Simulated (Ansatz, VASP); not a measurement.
## Two plane-wave programs on AgBr

INCAR

```
  PREC = Accurate
  ENCUT = 600
  EDIFF = 1E-6
  ISMEAR = 0
  SIGMA = 0.01
  LREAL = False
  LASPH = True
  NELM = 60
  ALGO = Normal
  ISIF = 3
  LWAVE = False
  LCHARG = False
  GGA = PS
  IBRION = 2
  NSW = 80
  EDIFFG = -0.001
```

The input KPOINTS:

```
Automatic mesh
0
Gamma
  10 10 10
```

The input POSCAR:

```
AgBr
1.0
    0.0000000000      2.8376847085      2.8376847085
    2.8376847085      0.0000000000      2.8376847085
    2.8376847085      2.8376847085      0.0000000000
Ag Br
1 1
Direct
    0.0000000000      0.0000000000      0.0000000000
    0.5000000000      0.5000000000      0.5000000000
```

Input for Ansatz:

```yaml
crystal:
  lattice:
    - [0.0, 2.8376847085, 2.8376847085]
    - [2.8376847085, 0.0, 2.8376847085]
    - [2.8376847085, 2.8376847085, 0.0]
  atoms:
    - { symbol: Ag, position: [0.0, 0.0, 0.0] }
    - { symbol: Br, position: [0.5, 0.5, 0.5] }
basis:
  ecutwfc: 420
kpoints:
  mp_grid: { grid: [10, 10, 10] }
hamiltonian:
  xc: pbesol
scf:
  occupations: { method: fixed }
output:
  forces: true
  stress: true
  eigenvalues: true
  write_density: true
  write_potential: true
  elf: true
  volumetric_format: npy
relax:
  adjacent_minimum: "off"
  f_tol: 0.001
  max_steps: 60
  cell: { stress_tol: 0.01 }
```

Alike in both runs: task relaxation of cell and atoms; functional PBEsol; k mesh 10 × 10 × 10; no spin polarisation.

```csv
,VASP,Ansatz
version,VASP 6.6.1,Ansatz 0.2.0
potentials or method,"VASP PAW PBE potentials, release 64 (Ag, Br)","scalar-relativistic, plane waves, PAW"
plane-wave cutoff (eV),600,420
occupations,"gaussian, width 0.01 eV",fixed
valence electrons in the cell,18,26
```

|  | VASP | Ansatz | Ansatz less VASP |
| --- | --- | --- | --- |
| gap on the k mesh at the Fermi level, each at its own relaxed structure (eV) | 0.50 | 0.50 | 0.000 |
| relaxed volume (Å³/atom) | 22.81 | 22.84 | +0.024 |
| relaxed cell length with the largest relative difference (Å) | 4.011 | 4.012 | +0.0014 |

The two sets of potentials don't hold the same shells in valence.

Caveats: the PAW data sets were made with another functional, which shifts forces and pressure a little (VASP). A k mesh can miss the band edges.
